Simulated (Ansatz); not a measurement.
Relaxed CaF2 (fluorite):

```xyz
6
Lattice="0.0000 5.5110 5.5110 2.7555 2.7555 5.5110 2.7555 2.7555 0.0000" Properties=species:S:1:pos:R:3 pbc="T T T"
Ca     0.0000     0.0000     0.0000
Ca     2.7555     5.5110     2.7555
F      1.3778     1.3778     1.3778
F      1.3778     4.1333     4.1333
F      4.1333     9.6443     9.6443
F      4.1333     6.8888     6.8888
```

The atoms are displaced by Q × the pattern below (from a DFPT mode at X = (0.5, 0.5, 0.0), largest move 1; Q in Å), at fixed cell. It is one choice among 2 degenerate patterns. (q is in reciprocal vectors of the primitive cell; the cell shown is doubled to hold the pattern.)

```
atom       x       y      z
----  ------  ------  -----
Ca1    0.147   0.000  0.000
Ca2   -0.147   0.000  0.000
F3     0.000  -1.000  0.000
F4     0.000   1.000  0.000
F5     0.000  -1.000  0.000
F6     0.000   1.000  0.000
```

Calculation: PBE (plane waves to 420 eV, PAW, scalar-relativistic; Ansatz, a program for electronic structure). k mesh 10×10×10 (Γ-centred), Fermi-Dirac smearing 0.05 eV. The energy includes the smearing's −TS. Compression counts positive. CaF2 was relaxed with its symmetry unable to fall. The PAW data are Ansatz's earlier set. ΔE is measured from the undisplaced structure.

Problem. Estimate the ΔE (meV/cell) and P (GPa) for Q (Å) = -0.067, -0.017, 0.017, 0.033, 0.083.

Solution. 
```
Q (Å)   ΔE (meV/cell)  P (GPa)
------  -------------  -------
-0.067           63.5     0.32
-0.017            3.9     0.02
0.017             3.9     0.02
0.033            15.8     0.08
0.083            99.7     0.51
```

(For displaced atoms, the force is minus the slope of the energy, and its curvature is a force constant, which sets phonon frequencies.)
